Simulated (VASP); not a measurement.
**CdS (Hawleyite): relaxation of cell and atoms with PBEsol**

Crystal: CdS (Hawleyite).

```
Cd S
1.0
     0.00000    2.91650    2.91650
     2.91650    0.00000    2.91650
     2.91650    2.91650    0.00000
Cd S
1 1
Direct
  0.00000 0.00000 0.00000
  0.25000 0.25000 0.25000
```

| Quantity | Value |
| --- | --- |
| Program | VASP 6.6.1 |
| Task | relaxation of cell and atoms |
| Functional | PBEsol |
| Potentials or basis | VASP PAW PBE potentials, release 64 (Cd, S) |
| Cutoff | 600 eV |
| k mesh | 8 × 8 × 8 |
| Occupations | gaussian, width 0.03 eV |
| Spin | no spin polarisation |
| Further INCAR settings | ALGO = Normal; EDIFF = 1e-06; IBRION = 2; EDIFFG = -0.01; NSW = 90; ISIF = 3 |

```json
{
 "Relaxed volume": "24.86 Å³/atom",
 "Relaxed cell": "a = 4.127 Å, b = 4.127 Å, c = 4.127 Å, α = 60.00°, β = 60.00°, γ = 60.00°",
 "Space group after relaxing (to 0.05 Å)": "F-43m (No. 216)",
 "Energy gained by relaxing": "0.0 meV/atom",
 "Ionic steps": "2",
 "Pressure after relaxing": "0.0 GPa",
 "Band gap on the k mesh": "1.00 eV, direct"
}
```

Final structure:
```
Cd S
1.0
     0.00000    2.91846    2.91846
     2.91846    0.00000    2.91846
     2.91846    2.91846    0.00000
Cd S
1 1
Direct
  0.00000 0.00000 0.00000
  0.25000 0.25000 0.25000
```

Levels at points of the mesh, in eV from the valence-band top:
```
           k point  band 5  band 6  band 7  band 8  band 9  band 10  band 11  band 12  band 13
(0.00, 0.00, 0.00)   -7.24   -7.24    0.00    0.00    0.00     1.00     6.45     6.45     6.45
(0.50, 0.00, 0.00)   -7.20   -6.86   -4.47   -0.76   -0.76     2.89     6.91     6.91     7.32
(0.50, 0.50, 0.00)   -7.15   -6.79   -4.01   -1.91   -1.91     3.40     4.25     9.07    10.66
```

Wall time 12 s on 4 MPI ranks on Intel(R) Xeon(R) Platinum 8488C (Sapphire Rapids), on a shared host, peak memory 0.21 GiB a rank.

Caveat: the PAW data sets were made with another functional, which shifts forces and pressure a little. PBEsol gaps usually lie below the measured ones, often by a third to a half.
